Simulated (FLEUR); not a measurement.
Ru:

```
CELL_PARAMETERS angstrom
2.70580 0.00000 0.00000
-1.35290 2.34329 0.00000
0.00000 0.00000 4.28190
ATOMIC_POSITIONS crystal
Ru 0.66667 0.33333 0.75000
Ru 0.33333 0.66667 0.25000
```

- Program: FLEUR MaX-R8.1 (later development tree)
- Task: single point
- Functional: PBEsol
- Potentials or basis: all-electron
- Basis: FLAPW
- Kmax: 4.36 1/bohr
- k mesh: 11 × 11 × 6
- Occupations: fermi-dirac, width 0.05 eV
- Spin: no spin polarisation
- Gmax: 13.5 1/bohr
- Muffin-tin radii: Ru 2.25 bohr
- lmax: Ru 9
- lnonsphr: Ru 9
- Local orbitals a species: Ru 5
- Max iterations: 60
- Mixing factor: 0.05
- Mixer: Anderson
- Mixer history: 15

On this cell: largest force under 0.003 eV/Å; band gap on the k mesh none (metal or under the smearing width).

The same run follows on a disturbed copy (atoms moved at random, drawn with an rms of 0.05 Å):

```xyz
2
Lattice="2.7058 0.0000 0.0000 -1.3529 2.3433 0.0000 0.0000 0.0000 4.2819" Properties=species:S:1:pos:R:3 pbc="T T T"
Ru    1.3541    0.8057    3.1908
Ru   -0.0504    1.5944    1.0434
```

What changes?

The energy (extrapolated to zero smearing) moves by +4.6 meV/atom; largest force 0.347 eV/Å; band gap on the k mesh none (metal or under the smearing width).

Forces on the atoms (eV/Å):
```
Ru  -0.334  0.050 -0.077
Ru   0.334 -0.050  0.077
```
